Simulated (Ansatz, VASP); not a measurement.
# C: VASP beside Ansatz

Contents of INCAR:

```
SYSTEM = C
ALGO     = Normal         ! electronic algorithm
EDIFF    = 1E-6           ! SCF threshold, eV
EDIFFG   = -0.005         ! ionic threshold
ENCUT    = 600            ! plane-wave cutoff, eV
GGA      = PE             ! functional
IBRION   = 2              ! ionic algorithm
ISIF     = 3              ! what is computed and relaxed
ISMEAR   = 0              ! smearing method
IVDW     = 12             ! dispersion correction
LASPH    = .True.         ! aspherical terms in the spheres
LCHARG   = .False.        ! write CHGCAR
LREAL    = .False.        ! projectors in reciprocal space
LWAVE    = .False.        ! write WAVECAR
NELM     = 80             ! most SCF steps
NSW      = 100            ! ionic steps
PREC     = Accurate       ! precision mode
SIGMA    = 0.02           ! smearing width, eV
```

The input KPOINTS:

```
k-points
0
Gamma
  12 12 12
  0 0 0
```

POSCAR

```
C
1.0
    0.0000000000      1.7834000000      1.7834000000
    1.7834000000      0.0000000000      1.7834000000
    1.7834000000      1.7834000000      0.0000000000
C
2
Direct
    0.5000000000      0.5000000000      0.5000000000
    0.7500000000      0.7500000000      0.7500000000
```

Input for Ansatz:

```yaml
crystal:
  lattice:
    - [0.0, 1.7834, 1.7834]
    - [1.7834, 0.0, 1.7834]
    - [1.7834, 1.7834, 0.0]
  atoms:
    - { symbol: C, position: [0.5, 0.5, 0.5] }
    - { symbol: C, position: [0.75, 0.75, 0.75] }
basis:
  ecutwfc: 420
kpoints:
  mp_grid: { grid: [12, 12, 12] }
hamiltonian:
  xc: pbe
  pseudopotentials: { kind: paw, azcp: { folder: soft_1 } }
  dispersion: d3bj
scf:
  occupations: { method: gaussian, width: 0.02 }
output:
  forces: true
  stress: true
  eigenvalues: true
relax:
  adjacent_minimum: "off"
  f_tol: 0.005
  max_steps: 80
  cell: { stress_tol: 0.05 }
```

This isn't the form of C at room conditions, which is graphite.

Alike in both runs: task relaxation of cell and atoms; functional PBE; dispersion D3(BJ); k mesh 12 × 12 × 12; occupations gaussian, width 0.02 eV; no spin polarisation.

|  | VASP | Ansatz |
| --- | --- | --- |
| version | VASP 6.6.1 | Ansatz 0.2.0 |
| potentials or method | VASP PAW PBE potentials, release 64 (C) | scalar-relativistic, plane waves, PAW |
| plane-wave cutoff (eV) | 600 | 420 |
| valence electrons in the cell | 8 | 8 |

Ansatz gave:

| Quantity | Value |
| --- | --- |
| gap on the k mesh at the Fermi level, each at its own relaxed structure (eV) | 4.18 |
| relaxed volume (Å³/atom) | 5.63 |
| relaxed cell length with the largest relative difference (Å) | 2.515 |

Estimate VASP's values.

gap on the k mesh at the Fermi level, each at its own relaxed structure (eV): 4.17; relaxed volume (Å³/atom): 5.62; relaxed cell length with the largest relative difference (Å): 2.515.
